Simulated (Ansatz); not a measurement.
Take a crystal in which Rb has been replaced by K on all its sites, with the cell rescaled by a rough guess (in some cases also distorted within its space group) and nothing relaxed:

```
K Br
1.0
     0.00000    3.43625    3.43625
     3.43625    0.00000    3.43625
     3.43625    3.43625    0.00000
K Br
1 1
Direct
  0.00000 0.00000 0.00000
  0.50000 0.50000 0.50000
```

Method: DFT PBE, scalar-relativistic, plane waves, PAW (Ansatz).

Cutoff 420 eV; k points 6×6×6 on the computed 2-atom cell (Γ-centred); Gaussian smearing, width 0.02 eV; no spin polarisation.

(1) Will this cell want to expand or contract, and how hard?

(2) Is it a metal on this mesh?

(3) What is its energy against the elements in their standard states?

Results:

(1) The pressure is -0.8 GPa (positive in compression), so the cell would contract.

(2) No: the gap is 4.13 eV, the least direct gap 4.13 eV.

(3) -1.761 eV/atom at this unrelaxed geometry, with the elements in the same functional.